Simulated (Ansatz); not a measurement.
# SiC: the cost of one run

Computed with Ansatz 0.2.0 (DFT PBE, scalar-relativistic, plane waves, PAW, unless a step's input says otherwise).

The COD entry's cell or inner coordinates are ideal or old and differ from later refinements, so a difference from it is no clean test against experiment.

**1. The starting structure**

The structure is cubic, space group F-43m (No. 216). Conventional cell: a = 4.348 Å, b = 4.348 Å, c = 4.348 Å, α = 90.00°, β = 90.00°, γ = 90.00°. Si (site symmetry -43m) has 4 C at 1.88 Å as nearest neighbours. C (site symmetry -43m) is surrounded by 4 Si at 1.88 Å.

Structure file:

```xyz
2
Lattice="0.0000 2.1740 2.1740 2.1740 0.0000 2.1740 2.1740 2.1740 0.0000" Properties=species:S:1:pos:R:3 pbc="T T T"
Si    0.0000    0.0000    0.0000
C     3.2610    3.2610    3.2610
```

The structure comes from the Crystallography Open Database.

(A quick probe on a coarse mesh, which set the mesh and smearing, is not shown.)

**3. The relaxation**

input.yaml

```yaml
crystal:
  lattice:
    - [0.0, 2.174, 2.174]
    - [2.174, 0.0, 2.174]
    - [2.174, 2.174, 0.0]
  atoms:
    - { symbol: Si, position: [0.0, 0.0, 0.0] }
    - { symbol: C, position: [0.75, 0.75, 0.75] }
basis:
  ecutwfc: 420
kpoints:
  mp_grid: { grid: [12, 12, 12] }
hamiltonian:
  xc: pbe
  pseudopotentials: { kind: paw, azcp: { folder: soft_1 } }
scf:
  occupations: { method: gaussian, width: 0.02 }
output:
  forces: true
  stress: true
  eigenvalues: true
  write_density: true
  write_potential: true
  elf: true
  volumetric_format: npy
relax:
  adjacent_minimum: "off"
  f_tol: 0.005
  max_steps: 80
  cell: { stress_tol: 0.05 }
```

Started as:

```sh
ansatz run input.yaml --threads 1 --pin off --max-ram 3072MiB --backend cpu --events-out ev --progress --plain --runs-dir out
```

What time and memory should one allow on 1 thread of Arm Neoverse N1, shared host?

About 16 s, with a peak of 0.28 GiB.
